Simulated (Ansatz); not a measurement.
**LiF: strain and displacement**

```yaml
crystal:
  lattice:
    - [0.00000, 2.01400, 2.01400]
    - [2.01400, 0.00000, 2.01400]
    - [2.01400, 2.01400, 0.00000]
  atoms:
    - { symbol: Li, position: [0.00000, 0.00000, 0.00000] }
    - { symbol: F, position: [0.50000, 0.50000, 0.50000] }
```

Atoms are numbered in the order listed.

The geometry is COD entry 1010990, unchecked; take it as a test cell.

Computed with Ansatz 0.2.0, DFT, LDA, all-electron LAPW, scalar-relativistic.

Settings: a Γ-centred 10×10×10 k mesh, Fermi–Dirac smearing of 0.03 eV, basis error target 1 meV/atom, no spin polarisation.

The unchanged cell is at -6.39 GPa.

Semilocal functionals give too small gaps.

x, y and z are the Cartesian axes of the cell as listed; fractional coordinates follow a strain, and an engineering shear is twice the off-diagonal strain component.

**Question.** One change gave: energy change under 1 meV/atom; stress change (xx, yy, zz, yz, xz, xy) 0.01, 0.01, 0.01, -0.62, -0.62, -0.62 GPa, compression positive; gap on the k mesh 8.82 → 8.79 eV. Which change was it?
A. equal xy, yz and zx engineering shear strains of +3 %
B. equal xy, yz and zx engineering shear strains of +1 %
C. equal xy, yz and zx engineering shear strains of -3 %
D. equal xy, yz and zx engineering shear strains of +2 %
E. equal xy, yz and zx engineering shear strains of -2 %
F. equal xy, yz and zx engineering shear strains of -1 %

**Answer.** B. For equal xy, yz and zx engineering shear strains of -3 %: energy change +4 meV/atom; stress change (xx, yy, zz, yz, xz, xy) 0.06, 0.06, 0.06, 1.71, 1.71, 1.71 GPa, compression positive; gap on the k mesh 8.82 → 8.66 eV. For equal xy, yz and zx engineering shear strains of -1 %: energy change under 1 meV/atom; stress change (xx, yy, zz, yz, xz, xy) 0.01, 0.01, 0.01, 0.60, 0.60, 0.60 GPa, compression positive; gap on the k mesh 8.82 → 8.77 eV. For equal xy, yz and zx engineering shear strains of +2 %: energy change +2 meV/atom; stress change (xx, yy, zz, yz, xz, xy) 0.03, 0.03, 0.03, -1.26, -1.26, -1.26 GPa, compression positive; gap on the k mesh 8.82 → 8.76 eV. For equal xy, yz and zx engineering shear strains of -2 %: energy change +2 meV/atom; stress change (xx, yy, zz, yz, xz, xy) 0.03, 0.03, 0.03, 1.17, 1.17, 1.17 GPa, compression positive; gap on the k mesh 8.82 → 8.71 eV. For equal xy, yz and zx engineering shear strains of +3 %: energy change +4 meV/atom; stress change (xx, yy, zz, yz, xz, xy) 0.07, 0.07, 0.07, -1.93, -1.93, -1.93 GPa, compression positive; gap on the k mesh 8.82 → 8.73 eV.
